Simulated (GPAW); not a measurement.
**Ti3Si in GPAW: the effect of strain uniaxial z**

The system is Ti3Si.

```
Ti Si
1.0
     0.00000    3.14436    3.01858
     3.14436    0.00000    3.01858
     3.14436    3.14436    0.00000
Ti Si
3 1
Direct
  0.00000 0.00000 0.00000
  0.25000 0.25000 0.25000
  0.75000 0.75000 0.75000
  0.50000 0.50000 0.50000
```

The cell comes from a database or a generator and needn't be the stable form of this composition.

Alike in all runs:

| Item | Value |
| --- | --- |
| Program | GPAW 26.7.0 |
| Task | single point |
| Functional | PBEsol |
| Potentials or basis | PAW data sets generated in the run's folder for this functional |
| Cutoff | 600 eV |
| Basis | pw |
| k mesh | 7 × 7 × 7 |
| Occupations | fermi-dirac, width 0.05 eV |
| Spin | no spin polarisation |
| Maxiter | 150 |

| strain uniaxial z | pressure (GPa) |
| --- | --- |
| -0.04 | 0.4 |
| -0.02 | -2.5 |
| -0.01 | -3.8 |
| 0 | -5.1 |
| 0.01 | -6.3 |
| 0.02 | -7.5 |
| 0.04 | ? |

Question: What does the run with strain uniaxial z 0.04 give?

Answer: Pressure -9.6 GPa.

Worked out: A parabola through the other rows of the pressure, of slope -102 GPa per unit of strain uniaxial z there, extrapolates to -9.6 GPa, against the run's -9.6.

Caveats: the density grid can change from cell to cell, which puts small steps into energies and stress.
